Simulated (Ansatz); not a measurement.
Crystal: CO2.

```
O C
1.0
    -1.97473    1.97473    3.01406
     1.97473   -1.97473    3.01406
     1.97473    1.97473   -3.01406
O C
4 2
Direct
  0.87500 0.95980 0.58480
  0.37500 0.29020 0.41520
  0.04020 0.62500 0.91520
  0.70980 0.12500 0.08480
  0.00000 0.00000 0.00000
  0.75000 0.25000 0.50000
```

The cell comes from a database or a generator and needn't be the stable form of this composition.

| Property | Result |
| --- | --- |
| Program | Ansatz 0.2.0 |
| Task | relaxation of cell and atoms |
| Functional | RPBE |
| Potentials or basis | Ansatz PAW |
| Cutoff | 420 eV (not typed: the program's choice for these potentials) |
| k mesh | 9 × 9 × 9 |
| Occupations | fermi-dirac, width 0.05 eV |
| Spin | no spin polarisation |

At the start: volume 7.84 Å³/atom.

Problem. How do energy, volume and symmetry change on relaxing?

Solution. It ends after 7 steps and the volume is 8.08 Å³/atom (+3.1 %); space group I-42d (No. 122, to 0.05 Å).

The path:
```csv
step,energy change (eV),largest force (eV/Å),volume (Å³)
1,0.0000,0.1462,47.01
2,-0.0123,0.0891,48.07
3,-0.0120,0.0310,48.37
4,-0.0121,0.0085,48.38
5,-0.0219,0.0089,48.38
6,-0.0214,0.0001,48.48
7,-0.0220,0.0000,48.48
```

Final structure:
```xyz
6
Lattice="-2.0058 2.0058 3.0124 2.0058 -2.0058 3.0124 2.0058 2.0058 -3.0124" Properties=species:S:1:pos:R:3 pbc="T T T"
O     1.3586    1.0029    3.7655
O     0.6472    1.0029    0.7531
O     3.0087    0.6472   -0.7531
O    -1.0029    1.3586    2.2593
C     0.0000    0.0000    0.0000
C     0.0000    2.0058    1.5062
```

Caveat: the plane-wave basis is chosen anew once the cell has moved, so the energies of steps on either side of that aren't comparable; the pressure holds a Pulay correction of +1.0 GPa for the finite cutoff; the PAW data sets come from PBE, with cores solved anew for the run's functional, which leaves a small shift of forces and pressure.
